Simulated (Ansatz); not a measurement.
The system is CuO (Tenorite).

```
Cu O
1.0
     2.34465   -1.71340    0.00000
     2.34465    1.71340    0.00000
    -0.86055    0.00000    5.05944
Cu O
2 2
Direct
  0.49680 0.00320 0.50000
  0.00320 0.49680 0.00000
  0.40560 0.57140 0.75370
  0.57140 0.40560 0.25370
```

Base run:

```yaml
Program: Ansatz 0.2.0
Functional: PBE
Potentials_or_basis: Ansatz PAW
Cutoff: "420 eV (not typed: the program's choice for these potentials)"
k_mesh: 7 × 7 × 4
Occupations: fermi-dirac, width 0.05 eV
Spin: no spin polarisation
```

Its results: band gap on the k mesh none (metal or under the smearing width); pressure 5.7 GPa; largest force 0.755 eV/Å.

Question: The run is repeated on the same cell with these changes: cutoff from 420 eV (not typed: the program's choice for these potentials) to 250 eV; k mesh from 7 × 7 × 4 to 10 × 10 × 5. What comes out?

Answer: Band gap on the k mesh none (metal or under the smearing width); pressure 3.6 GPa; largest force 0.949 eV/Å.

Caveats: the run has no spin polarisation, though such a crystal can be magnetic; semilocal functionals often make such compounds metallic where correlation or magnetic order opens a gap, which also shifts bond lengths; the pressure holds a Pulay correction of +184.6 GPa for the finite cutoff (some runs); the cutoff lies under the one recommended for these potentials (some runs).
